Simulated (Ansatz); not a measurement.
Consider the following.

CaF₂ (fluorite)

```xyz
6
Lattice="0.0000 5.5110 5.5110 2.7555 0.0000 2.7555 2.7555 2.7555 0.0000" Properties=species:S:1:pos:R:3 pbc="T T T"
Ca     0.0000     0.0000     0.0000
Ca     2.7555     5.5110     2.7555
F      1.3777     1.3777     1.3777
F      1.3777     4.1332     4.1332
F      4.1332     4.1332     4.1332
F      4.1332     6.8887     6.8887
```

The atoms are displaced by Q × the pattern below (from a DFPT mode at L = (0.5, 0.0, 0.0), largest move 1; Q in Å), at fixed cell. It is one choice among 2 degenerate patterns. (q is in reciprocal vectors of the primitive cell; the cell shown is doubled to hold the pattern.)

| atom | x | y | z |
|---|---|---|---|
| Ca1 | 0.285 | -0.520 | 0.805 |
| Ca2 | -0.285 | 0.520 | -0.805 |
| F3 | 0.139 | -0.253 | 0.391 |
| F4 | -0.139 | 0.253 | -0.391 |
| F5 | -0.139 | 0.253 | -0.391 |
| F6 | 0.139 | -0.253 | 0.391 |

Level of theory: PBE (plane waves to 420 eV, PAW, scalar-relativistic; Ansatz, an electronic-structure program). k mesh 5×10×10 (Γ-centred), Fermi-Dirac smearing 0.05 eV. The energy includes the smearing's −TS. CaF2 was relaxed with its symmetry unable to fall. The zero of ΔE is the undisplaced structure.

The scan covers Q from -0.180 to 0.180 Å in 13 points.

**Question.** Which space group does the distorted structure have?

**Answer.** P-1 (No. 2), lowered from Fm-3m.

**Question.** What is the energy change at Q = 0.180 Å?

**Answer.** 110.1 meV/cell.

**Question.** What harmonic wavenumber does the curvature at Q = 0 give?

**Answer.** 137 cm⁻¹.

(For displaced atoms, the force is minus the slope of the energy, and its curvature is a force constant, which sets phonon frequencies.)
